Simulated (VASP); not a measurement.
# SiC (Moissanite 3C) (F-43m) in VASP: settings compared

The runs below take SiC (Moissanite 3C) through relaxation of cell and atoms, single point, with revPBE+D3, revPBE+D3(BJ), revPBE+D4, PBE.

Program: VASP 6.6.1. These are calculated values, not measurements. Logs are shortened: lines on timing, memory, paths and dates and some standing lists are left out, and cuts for length are marked.

**The experiment to reproduce.**

From “Insight into the structural, elastic and electronic properties of a new orthorhombic 6O-SiC polytype”, 2020, pmc:7200658, for a bulk crystal of SiC: band gap 2.4 eV (indirect).

The runs below are set against these values where they give the same quantity.

**1. The crystal as given**

It takes space group F-43m (No. 216, cubic). Conventional cell: a = 4.358 Å, b = 4.358 Å, c = 4.358 Å, α = 90.00°, β = 90.00°, γ = 90.00°. Around Si (site symmetry -43m) lie 4 C at 1.89 Å. Around C (site symmetry -43m) lie 4 Si at 1.89 Å.

**2. Relaxation of cell and atoms, revPBE+D3**

Input file INCAR:

```
PREC = Accurate
ENCUT = 600
EDIFF = 1E-6
ISMEAR = -1
SIGMA = 0.05
LREAL = F
LASPH = T
NELM = 80
ALGO = Normal
ISIF = 3
LWAVE = F
LCHARG = F
GGA = RE
IVDW = 11
IBRION = 2
NSW = 40
EDIFFG = -0.01
```

Input file KPOINTS:

```
regular mesh
0
Gamma
  10 10 10
```

Input file POSCAR:

```
SiC
1.0
    0.0000000000      2.1790000000      2.1790000000
    2.1790000000      0.0000000000      2.1790000000
    2.1790000000      2.1790000000      0.0000000000
Si C
1 1
Direct
    0.0000000000      0.0000000000      0.0000000000
    0.7500000000      0.7500000000      0.7500000000
```

Potentials or basis: VASP PAW PBE potentials, release 64 (Si, C).

Launch:

```sh
$ cat potpaw_PBE.64/Si/POTCAR potpaw_PBE.64/C/POTCAR > POTCAR
$ mpirun -np 1 vasp_std > vasp.out
```

OUTCAR:

```text
PREC = Accurate
   ENCUT = 600
   EDIFF = 1E-6
   ISMEAR = -1
   LREAL = F
   LASPH = T
   NELM = 80
   ISIF = 3
   GGA = RE
   IVDW = 11
   IBRION = 2
   NSW = 40
   EDIFFG = -0.01
 IVDW          = 11

 ion  position               nearest neighbor table
   1  0.000  0.000  0.000-   2 1.89   2 1.89   2 1.89   2 1.89
   2  0.750  0.750  0.750-   1 1.89   1 1.89   1 1.89   1 1.89

  LATTYP: Found a face centered cubic cell.
 ALAT       =     4.3580000000

  Lattice vectors:

 A1 = (   0.0000000000,   2.1790000000,   2.1790000000)
 A2 = (   2.1790000000,   0.0000000000,   2.1790000000)
 A3 = (   2.1790000000,   2.1790000000,   0.0000000000)

Analysis of symmetry for initial positions (statically):
=====================================================================
 Subroutine PRICEL returns:
 Original cell was already a primitive cell.

 Routine SETGRP: Setting up the symmetry group for a
 face centered cubic supercell.

 Subroutine GETGRP returns: Found 24 space group operations
 (whereof 24 operations were pure point group operations)
 out of a pool of 48 trial point group operations.

The static configuration has the point symmetry T_d .

Analysis of symmetry for dynamics (positions and initial velocities):
=====================================================================
 Subroutine PRICEL returns:
 Original cell was already a primitive cell.

 Routine SETGRP: Setting up the symmetry group for a
 face centered cubic supercell.

 Subroutine GETGRP returns: Found 24 space group operations
 (whereof 24 operations were pure point group operations)
 out of a pool of 48 trial point group operations.

The dynamic configuration has the point symmetry T_d .

 Subroutine INISYM returns: Found 24 space group operations
 (whereof 24 operations are pure point group operations),
 and found     1 'primitive' translations

----------------------------------------------------------------------------------------

                                     Primitive cell

  volume of cell :      20.6920

  direct lattice vectors                    reciprocal lattice vectors
     0.000000000  2.179000000  2.179000000    -0.229463056  0.229463056  0.229463056
     2.179000000  0.000000000  2.179000000     0.229463056 -0.229463056  0.229463056
     2.179000000  2.179000000  0.000000000     0.229463056  0.229463056 -0.229463056

  length of vectors
     3.081571352  3.081571352  3.081571352     0.397441672  0.397441672  0.397441672

  position of ions in fractional coordinates (direct lattice)
     0.000000000  0.000000000  0.000000000
     0.750000000  0.750000000  0.750000000
[... 69 lines left out ...]
   ISTART =      0    job   : 0-new  1-cont  2-samecut
   ICHARG =      2    charge: 1-file 2-atom 10-const
   ISPIN  =      1    spin polarized calculation?
   LNONCOLLINEAR =      F non collinear calculations
   LSORBIT =      F    spin-orbit coupling
   LASPH  =      T    aspherical Exc in radial PAW
   ENCUT  =  600.0 eV  44.10 Ry    6.64 a.u.   6.15  6.15  6.15*2*pi/ulx,y,z
   NELM   =     80;   NELMIN=  2; NELMDL= -5     # of ELM steps
   EDIFF  = 0.1E-05   stopping-criterion for ELM
   LREAL  =      F    real-space projection
   EDIFFG = -.1E-01   stopping-criterion for IOM
   NSW    =     40    number of steps for IOM
   IBRION =      2    ionic relax: 0-MD 1-quasi-New 2-CG
   NFREE  =      1    steps in history (QN), initial steepest desc. (CG)
   ISIF   =      3    stress and relaxation
   ISYM   =      2    0-nonsym 1-usesym 2-fastsym
   POTIM  = 0.5000    time-step for ionic-motion
   TEBEG  =    0.0;   TEEND  =   0.0 temperature during run
   PSTRESS=    0.0 pullay stress
   NELECT =       8.0000    total number of electrons
   NUPDOWN=      -1.0000    fix difference up-down
   EMIN   =  10.00;   EMAX   =-10.00  energy-range for DOS
   EFERMI =   0.00;   METHOD = LEGACY
   ISMEAR =    -1;   SIGMA  =   0.05  broadening in eV -4-tet -1-fermi 0-gaus
   EFERMI_NEDOS =   21; number of points for ismear=-14 and -15
   IALGO  =     38    algorithm
   IMIX   =      4    mixing-type and parameters
     AMIX     =   0.40;   BMIX     =  1.00
     AMIX_MAG =   1.60;   BMIX_MAG =  1.00
  volume/ion in A,a.u.               =      10.35        69.82
  Fermi-wavevector in a.u.,A,eV,Ry     =   1.192626  2.253736 19.352338  1.422357
  Thomas-Fermi vector in A             =   2.328660
   LORBIT       =      0    0 simple, 1 ext, 2 COOP (PROOUT), +10 PAW based schemes
   GGA     = RE    functional components
   LHFCALC =     F    Hartree Fock is set to
   AEXX    =    0.0000 exact exchange contribution
   IVDW    =    11    specifies the selected vdW correction
   LEPSILON=     F    determine dielectric tensor
   LRPA    =     F    only Hartree local field effects (RPA)
 conjugate gradient relaxation of ions
 non-spin polarized calculation
  energy-cutoff  :      600.00
  volume of cell :       20.69
 maximum number of plane-waves:       701
 NGX is ok and might be reduce to    28
   NGX = 13   NGY = 13   NGZ = 13

--------------------------------------- Ionic step        1  -------------------------------------------

 number of electron       8.0000000 magnetization

 Free energy of the ion-electron system (eV)
  ---------------------------------------------------
  ext. energy  EPLUGINS =         0.00000000
  ---------------------------------------------------
  free energy    TOTEN  =       -14.44461565 eV

  energy without entropy =      -14.44461564  energy(sigma->0) =      -14.44461564

------------------------ aborting loop because EDIFF is reached ----------------------------------------

 Edisp (eV)   -0.55967

 E8    (eV) :    -0.1938
[... 71 lines left out ...]
--------------------------------------- Ionic step        3  -------------------------------------------

 number of electron       8.0000000 magnetization

 Free energy of the ion-electron system (eV)
  ---------------------------------------------------
  ext. energy  EPLUGINS =         0.00000000
  ---------------------------------------------------
  free energy    TOTEN  =       -14.44831768 eV

  energy without entropy =      -14.44831766  energy(sigma->0) =      -14.44831767

 E-fermi :   8.8029     XC(G=0): -11.2811

 val. band max:        8.1003772501   @ k =   0.0000   0.0000   0.0000
 cond. band min:       9.4664838575   @ k =   0.5000   0.5000   0.0000
 fundamental gap:      1.3661066075
 Fermi energy:         8.8028580043

 k-point     1 :       0.0000    0.0000    0.0000
  band No.  band energies     occupation
      1      -7.2664      2.00000
      2       8.1004      2.00000
      3       8.1004      2.00000
      4       8.1004      2.00000
      5      14.2673      0.00000
      6      15.4001      0.00000
      7      15.4001      0.00000
      8      15.4001      0.00000
[... 243 lines left out ...]
 k-point    24 :       0.4000    0.3000    0.0000
  band No.  band energies     occupation
      1      -4.1498      2.00000
      2       2.5263      2.00000
      3       4.9707      2.00000
      4       5.4925      2.00000
      5      10.9763      0.00000
      6      13.7372      0.00000
      7      19.6993      0.00000
      8      20.0109      0.00000

 [... further k-points ...]

------------------------ aborting loop because EDIFF is reached ----------------------------------------

 Edisp (eV)   -0.55657

 E8    (eV) :    -0.1929
[... 25 lines left out ...]
  FREE ENERGIE OF THE ION-ELECTRON SYSTEM (eV)
  ---------------------------------------------------
  free  energy   TOTEN  =       -15.0048830638 eV

  energy  without entropy=      -15.0048830480  energy(sigma->0) =      -15.00488306

 reached required accuracy - stopping structural energy minimisation
```

Wall time 28 s (1 thread of Intel Xeon Platinum 8259CL at 2.50GHz (Skylake/Cascade Lake), shared host); peak memory 0.16 GiB.

Results:

```
Free energy                            : -15.0049 eV
Relaxed volume                         : 10.41 Å³/atom
Relaxed cell                           : a = 3.088 Å, b = 3.088 Å, c = 3.088 Å, α = 60.00°, β = 60.00°, γ = 60.00°
Space group after relaxing (to 0.05 Å) : F-43m (No. 216)
Energy gained by relaxing              : 0.3 meV/atom
Ionic steps                            : 3
Pressure after relaxing                : 0.0 GPa
Band gap on the k mesh                 : 1.37 eV, indirect (least direct gap 4.53 eV)
Dispersion energy per atom             : -0.278 eV
```

The path:
```
step  energy change (eV)  largest force (eV/Å)  pressure (GPa)  volume (Å³)
   1              0.0000                0.0000            1.45        20.69
   2              0.0001                0.0000           -1.51        20.97
   3             -0.0006                0.0000            0.02        20.83
```

Final structure:
```xyz
2
Lattice="0.0000 2.1837 2.1837 2.1837 0.0000 2.1837 2.1837 2.1837 0.0000" Properties=species:S:1:pos:R:3 pbc="T T T"
Si    0.0000    0.0000    0.0000
C     3.2755    3.2755    3.2755
```

Levels at points of the mesh, in eV from the valence-band top:
| k point | band 1 | band 2 | band 3 | band 4 | band 5 | band 6 | band 7 | band 8 |
| --- | --- | --- | --- | --- | --- | --- | --- | --- |
| (0.00, 0.00, 0.00) | -15.37 | 0.00 | 0.00 | 0.00 | 6.17 | 7.30 | 7.30 | 7.30 |
| (0.50, 0.00, 0.00) | -11.84 | -8.49 | -1.05 | -1.05 | 5.41 | 7.22 | 7.22 | 10.06 |
| (0.50, 0.50, 0.00) | -10.41 | -7.75 | -3.17 | -3.17 | 1.37 | 4.34 | 14.02 | 14.02 |

Caveat: the PAW data sets were made with another functional, which shifts forces and pressure a little. revPBE gaps usually lie below the measured ones, often by a third to a half.

**3. Relaxation of cell and atoms, revPBE+D3(BJ)**

Input file INCAR:

```
SYSTEM = SiC
  ALGO = Normal
  EDIFF = 1E-7
  EDIFFG = -0.005
  ENCUT = 600
  GGA = RE
  IBRION = 2
  ISIF = 3
  ISMEAR = -1
  IVDW = 12
  LASPH = .TRUE.
  LCHARG = .FALSE.
  LREAL = .FALSE.
  LWAVE = .FALSE.
  NELM = 60
  NSW = 40
  PREC = Accurate
  SIGMA = 0.05
```

Input file KPOINTS:

```
k-points
0
G
  10 10 10
  0 0 0
```

POSCAR is that of step 2.

Potentials or basis: VASP PAW PBE potentials, release 64 (Si, C).

Launch:

```sh
$ cat potpaw_PBE.64/Si/POTCAR potpaw_PBE.64/C/POTCAR > POTCAR
$ mpirun -np 1 vasp_std > vasp.out
```

Wall time 38 s (1 thread of Intel Xeon Platinum 8259CL at 2.50GHz (Skylake/Cascade Lake), shared host); peak memory 0.17 GiB.

Results (log left out):

| Item | Value |
| --- | --- |
| Free energy | -15.6498 eV |
| Relaxed volume | 10.15 Å³/atom |
| Relaxed cell | a = 3.062 Å, b = 3.062 Å, c = 3.062 Å, α = 60.00°, β = 60.00°, γ = 60.00° |
| Space group after relaxing (to 0.05 Å) | F-43m (No. 216) |
| Energy gained by relaxing | 2.7 meV/atom |
| Ionic steps | 3 |
| Pressure after relaxing | 0.0 GPa |
| Band gap on the k mesh | 1.34 eV, indirect (least direct gap 4.56 eV) |
| Dispersion energy per atom | -0.612 eV |

The path:
```
step  energy change (eV)  largest force (eV/Å)  pressure (GPa)  volume (Å³)
   1              0.0000                0.0000           -4.25        20.69
   2              0.0005                0.0000            4.77        19.88
   3             -0.0054                0.0000            0.00        20.29
```

Final structure:
```
CELL_PARAMETERS angstrom
0.00000 2.16482 2.16482
2.16482 0.00000 2.16482
2.16482 2.16482 0.00000
ATOMIC_POSITIONS crystal
Si 0.00000 0.00000 0.00000
C 0.75000 0.75000 0.75000
```

Levels at points of the mesh, in eV from the valence-band top:
```tsv
k point	band 1	band 2	band 3	band 4	band 5	band 6	band 7	band 8
(0.00, 0.00, 0.00)	-15.57	0.00	0.00	0.00	6.47	7.48	7.48	7.48
(0.50, 0.00, 0.00)	-11.95	-8.63	-1.05	-1.05	5.64	7.32	7.32	10.20
(0.50, 0.50, 0.00)	-10.49	-7.84	-3.22	-3.22	1.34	4.44	14.32	14.32
```

Caveat: the PAW data sets were made with another functional, which shifts forces and pressure a little.

**4. Relaxation of cell and atoms, revPBE+D4**

Input file INCAR:

```
SYSTEM = SiC
PREC = Accurate
ENCUT = 600
EDIFF = 1E-6
ISMEAR = -1
SIGMA = 0.05
LREAL = .FALSE.
LASPH = .TRUE.
NELM = 60
ALGO = Normal
ISIF = 3
LWAVE = .FALSE.
LCHARG = .FALSE.
GGA = RE
IVDW = 13
IBRION = 2
NSW = 60
EDIFFG = -0.005
```

Input file KPOINTS:

```
regular mesh
0
G
  10 10 10
  0 0 0
```

POSCAR is that of step 3.

Launch:

```sh
$ cat potpaw_PBE.64/Si/POTCAR potpaw_PBE.64/C/POTCAR > POTCAR
$ mpirun -np 1 vasp_std > vasp.out
```

Run time: 31 s. Hardware: 1 thread of Intel Xeon Platinum 8259CL at 2.50GHz (Skylake/Cascade Lake), shared host; peak memory 0.16 GiB.

The run converged. Its results:

| Item | Value |
| --- | --- |
| Free energy | -15.7437 eV |
| Relaxed volume | 10.16 Å³/atom |
| Relaxed cell | a = 3.063 Å, b = 3.063 Å, c = 3.063 Å, α = 60.00°, β = 60.00°, γ = 60.00° |
| Space group after relaxing (to 0.05 Å) | F-43m (No. 216) |
| Energy gained by relaxing | 2.3 meV/atom |
| Ionic steps | 3 |
| Pressure after relaxing | 0.1 GPa |
| Band gap on the k mesh | 1.34 eV, indirect (least direct gap 4.55 eV) |
| Dispersion energy per atom | -0.658 eV |

Step by step:
```tsv
step	energy change (eV)	largest force (eV/Å)	pressure (GPa)	volume (Å³)
1	0.0000	0.0000	-3.85	20.69
2	0.0001	0.0000	4.23	19.96
3	-0.0047	0.0000	0.06	20.32
```

Final structure:
```cif
data_structure
_symmetry_space_group_name_H-M 'P 1'
_symmetry_Int_Tables_number 1
_cell_length_a 3.0629
_cell_length_b 3.0629
_cell_length_c 3.0629
_cell_angle_alpha 60.000
_cell_angle_beta 60.000
_cell_angle_gamma 60.000
_cell_volume 20.32
loop_
_atom_site_label
_atom_site_type_symbol
_atom_site_fract_x
_atom_site_fract_y
_atom_site_fract_z
_atom_site_occupancy
Si1 Si 0.00000 0.00000 0.00000 1
C1 C 0.75000 0.75000 0.75000 1
```

Levels at points of the mesh, in eV from the valence-band top:
| k point | band 1 | band 2 | band 3 | band 4 | band 5 | band 6 | band 7 | band 8 |
| --- | --- | --- | --- | --- | --- | --- | --- | --- |
| (0.00, 0.00, 0.00) | -15.56 | 0.00 | 0.00 | 0.00 | 6.46 | 7.47 | 7.47 | 7.47 |
| (0.50, 0.00, 0.00) | -11.94 | -8.62 | -1.05 | -1.05 | 5.63 | 7.32 | 7.32 | 10.20 |
| (0.50, 0.50, 0.00) | -10.48 | -7.83 | -3.21 | -3.21 | 1.34 | 4.43 | 14.30 | 14.30 |

Caveat: the PAW data sets were made with another functional, which shifts forces and pressure a little. A k mesh can miss the band edges.

[end of part 1 of 2]
